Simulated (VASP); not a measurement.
Input of a VASP 6.6.1 run:

INCAR

```
  ALGO = Normal
  AMIX = 0.2
  AMIX_MAG = 0.8
  BMIX = 1E-4
  BMIX_MAG = 1E-4
  EDIFF = 1E-6
  EDIFFG = -0.01
  ENCUT = 600
  IBRION = 2
  ISIF = 3
  ISMEAR = 1
  ISPIN = 2
  KPAR = 4
  LASPH = T
  LCHARG = F
  LMAXMIX = 4
  LMIXTAU = T
  LORBIT = 11
  LREAL = F
  LWAVE = F
  MAGMOM = 3 3 3 3 0 0 0 0 0 0
  METAGGA = R2SCAN
  NELM = 150
  NSW = 90
  PREC = Accurate
  SIGMA = 0.1
```

Contents of KPOINTS:

```
k-points
0
Gamma
  9 9 9
```

File POSCAR:

```
Cr2O3
1.0
    2.4785000000      1.4309626400      4.5307666700
   -2.4785000000      1.4309626400      4.5307666700
    0.0000000000     -2.8619252800      4.5307666700
Cr O
4 6
Direct
    0.3474800000      0.3474800000      0.3474800000
    0.1525200000      0.1525200000      0.1525200000
    0.6525200000      0.6525200000      0.6525200000
    0.8474800000      0.8474800000      0.8474800000
    0.5558000000      0.9442000000      0.2500000000
    0.2500000000      0.5558000000      0.9442000000
    0.9442000000      0.2500000000      0.5558000000
    0.4442000000      0.0558000000      0.7500000000
    0.7500000000      0.4442000000      0.0558000000
    0.0558000000      0.7500000000      0.4442000000
```

Potentials or basis: VASP PAW PBE potentials, release 64 (Cr_pv, O).

Run with:

```console
$ cat potpaw_PBE.64/Cr_pv/POTCAR potpaw_PBE.64/O/POTCAR > POTCAR
$ mpirun -np 4 vasp_std > vasp.out
```

Question: Estimate the space group after relaxing (to 0.05 Å).

Answer: R-3c (No. 167).

Question: What does it give for the site moments?

Answer: Cr +2.92; O -0.01 μB.

Forces in eV/Å, atoms in the order of the input:
```
Cr   0.000  0.000 -0.006
Cr   0.000  0.000  0.006
Cr   0.000  0.000  0.006
Cr   0.000  0.000 -0.006
O   -0.007  0.000  0.000
O    0.004 -0.006  0.000
O    0.004  0.006  0.000
O    0.007  0.000  0.000
O   -0.004  0.006  0.000
O   -0.004 -0.006  0.000
```

Caveat: the PAW data sets were made with another functional, which shifts forces and pressure a little; only a ferromagnetic start was run, and an antiferromagnetic order may lie lower in energy. Zero-point motion and thermal expansion aren't in these numbers.
